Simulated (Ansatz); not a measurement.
Here is an Ansatz 0.2.0 calculation.

The input input.yaml:

```yaml
crystal:
  lattice:
    - [2.0715, 1.1959810826, 9.5453333333]
    - [-2.0715, 1.1959810826, 9.5453333333]
    - [0.0, -2.3919621653, 9.5453333333]
  atoms:
    - { symbol: Bi, position: [0.5992, 0.5992, 0.5992] }
    - { symbol: Bi, position: [0.4008, 0.4008, 0.4008] }
    - { symbol: Se, position: [0.7883, 0.7883, 0.7883] }
    - { symbol: Se, position: [0.2117, 0.2117, 0.2117] }
    - { symbol: Se, position: [0.0, 0.0, 0.0] }
hamiltonian:
  xc: lda
  pseudopotentials: { kind: paw }
kpoints:
  mp_grid: { grid: [8, 8, 8] }
  band_path:
    path:
      - [[0.0, 0.0, 0.0], [0.5, 0.0, 0.0], [0.5, 0.1771325325, -0.1771325325]]
      - [[0.8228674675, 0.5, 0.1771325325], [0.5, 0.5, 0.5], [0.0, 0.0, 0.0], [0.3385662663, 0.0, -0.3385662663]]
      - [[0.6614337337, 0.3385662663, 0.0], [0.5, 0.5, 0.0], [0.6614337337, 0.6614337337, 0.1771325325], [0.5, 0.5, 0.5]]
      - [[0.5, 0.0, 0.0], [0.8228674675, 0.3385662663, 0.3385662663]]
    npoints: 14
scf:
  occupations: { method: fermi_dirac, width: 0.05 }
  n_extra_bands: 12
output:
  forces: true
  stress: true
  eigenvalues: true
  fatbands: true
```

Potentials or basis: Ansatz PAW.

Run with:

```sh
$ ansatz run input.yaml --threads 2 --pin off --max-ram 5632MiB --backend cpu --events-out ev --progress --plain --runs-dir out
```

**Question.** Predict the band gap on the k mesh.

**Answer.** 0.09 eV, direct.

**Question.** What does it give for the pressure?

**Answer.** -1.8 GPa.

**Question.** Predict the band gap along the path.

**Answer.** 0.09 eV, direct.

**Question.** Predict the largest force.

**Answer.** 0.118 eV/Å.

Forces on the atoms (eV/Å):
```
Bi   0.000  0.000  0.118
Bi   0.000  0.000 -0.118
Se   0.000  0.000 -0.012
Se   0.000  0.000  0.012
Se   0.000  0.000  0.000
```

Caveat: spin-orbit coupling is left out, which as a rule narrows the gap of such compounds by several tenths of an eV; the PAW data sets come from PBE, with cores solved anew for the run's functional, which leaves a small shift of forces and pressure. LDA gaps usually lie below the measured ones, often by a third to a half.
